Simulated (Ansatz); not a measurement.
# Energy landscape near a Se structure

Method: DFT PBE, scalar-relativistic, plane waves, PAW in Ansatz.

Settings: cutoff 420 eV, Γ-centred mesh 16×16×16 on the computed 1-atom cell, Gaussian smearing of 0.10 eV; no spin polarisation.

Reference cell:

```
Se
1.0
    -1.70345    1.70345    1.70345
     1.70345   -1.70345    1.70345
     1.70345    1.70345   -1.70345
Se
1
Direct
  0.00000 0.00000 0.00000
```

Each variant moves atoms of this cell by the vectors given, if any (Å), and then applies a symmetric strain (tensor components, Cartesian axes). The reference cell isn't relaxed at this level. Energies are per atom at zero smearing, counted from the lowest variant. Pressure is positive in compression.

1. strain (xx yy zz yz xz xy, %) -6.58 1.86 -6.58 6.00 -0.11 -6.00
2. strain (xx yy zz yz xz xy, %) 2.11 2.11 1.98 -1.00 -1.00 -0.26
3. strain (xx yy zz yz xz xy, %) -2.17 1.86 1.03 -4.00 0.00 0.00
4. strain (xx yy zz yz xz xy, %) -3.26 2.74 -3.26 0.00 0.00 0.00

```tsv
result	ΔE (meV/atom)	P (GPa)
A	45.3	5.66
B	18.3	-2.08
C	128.4	17.99
D	0.0	1.99
```

Q: Which variant gave which result?

A: A is 4, B is 2, C is 1, D is 3. The pressure falls as the cell grows: from the smallest volume to the largest the variants are 1, 4, 3, 2.

Spin polarisation was left out, and a magnetic state may lie lower.

This bcc form isn't the element's structure at ambient conditions.